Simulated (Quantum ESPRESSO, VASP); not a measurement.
This is a calculation of TePt for VASP 6.6.1. Measurements of this composition are mostly on another form, of space group No. 166.

Contents of INCAR:

```
SYSTEM = TePt
PREC = Accurate
ENCUT = 520
EDIFF = 1E-7
ISMEAR = -1
SIGMA = 0.05
LREAL = .FALSE.
LASPH = .TRUE.
NELM = 100
ALGO = Normal
ISIF = 2
LWAVE = .FALSE.
LCHARG = .FALSE.
GGA = PE
NBANDS = 15
```

KPOINTS

```
regular mesh
0
G
  7 7 7
  0 0 0
```

The input POSCAR:

```
TePt
1.0
    0.0000000000      3.2450425500      3.2450425500
    3.2450425500      0.0000000000      3.2450425500
    3.2450425500      3.2450425500      0.0000000000
Pt Te
1 1
Direct
    0.0000000000      0.0000000000      0.0000000000
    0.2500000000      0.2500000000      0.2500000000
```

Potentials or basis: VASP PAW PBE potentials, release 64 (Pt, Te).

Command:

```console
$ cat potpaw_PBE.64/Pt/POTCAR potpaw_PBE.64/Te/POTCAR > POTCAR
$ mpirun -np 1 vasp_std > vasp.out
```

What does the same run look like in Quantum ESPRESSO 7.5? Potentials or basis there: SSSP 1.3 efficiency PBE, cutoff 748 eV.

As run (cutoffs and basis follow the program's own potentials, and thresholds, step limits or extra output files can differ):

The input pw.in:

```
&CONTROL
  calculation = 'scf'
  prefix = 'pwscf'
  outdir = './tmp'
  pseudo_dir = './pseudo'
  tprnfor = .true.
  tstress = .true.
  disk_io = 'low'
/
&SYSTEM
  ibrav = 0
  nat = 2
  ntyp = 2
  ecutwfc = 55
  ecutrho = 440
  nbnd = 18
  occupations = 'smearing'
  smearing = 'fd'
  degauss = 0.00367493
/
&ELECTRONS
  conv_thr = 4d-10
  electron_maxstep = 120
  mixing_beta = 0.5
/
ATOMIC_SPECIES
Pt   195.0840 pt_pbe_v1.4.uspp.F.UPF
Te   127.6000 Te_pbe_v1.uspp.F.UPF
CELL_PARAMETERS angstrom
   0.0000000000    3.2450425500    3.2450425500
   3.2450425500    0.0000000000    3.2450425500
   3.2450425500    3.2450425500    0.0000000000
ATOMIC_POSITIONS crystal
Pt     0.0000000000    0.0000000000    0.0000000000
Te     0.2500000000    0.2500000000    0.2500000000
K_POINTS automatic
7 7 7 0 0 0
```

The input pp_density.in:

```
&INPUTPP
  prefix = 'pwscf'
  outdir = './tmp'
  filplot = 'density.dat'
  plot_num = 0
/
&PLOT
  nfile = 1
  filepp(1) = 'density.dat'
  iflag = 3
  output_format = 6
  fileout = 'density.cube'
/
```

pp_potential.in

```
&INPUTPP
  prefix = 'pwscf'
  outdir = './tmp'
  filplot = 'potential.dat'
  plot_num = 11
/
&PLOT
  nfile = 1
  filepp(1) = 'potential.dat'
  iflag = 3
  output_format = 6
  fileout = 'potential.cube'
/
```

Potentials or basis: SSSP 1.3 efficiency PBE.

Run with:

```console
$ OMP_NUM_THREADS=1 pw.x -in pw.in > pw.out
$ OMP_NUM_THREADS=1 pp.x -in pp_density.in > pp_density.out
$ OMP_NUM_THREADS=1 pp.x -in pp_potential.in > pp_potential.out
```

Both were run:

|  | VASP | Quantum ESPRESSO |
| --- | --- | --- |
| Pressure | -10.6 GPa | -10.1 GPa |

The potentials hold 16 and 22 valence electrons a cell.

The cell lies far from this level's equilibrium.

Pressure is positive in compression.
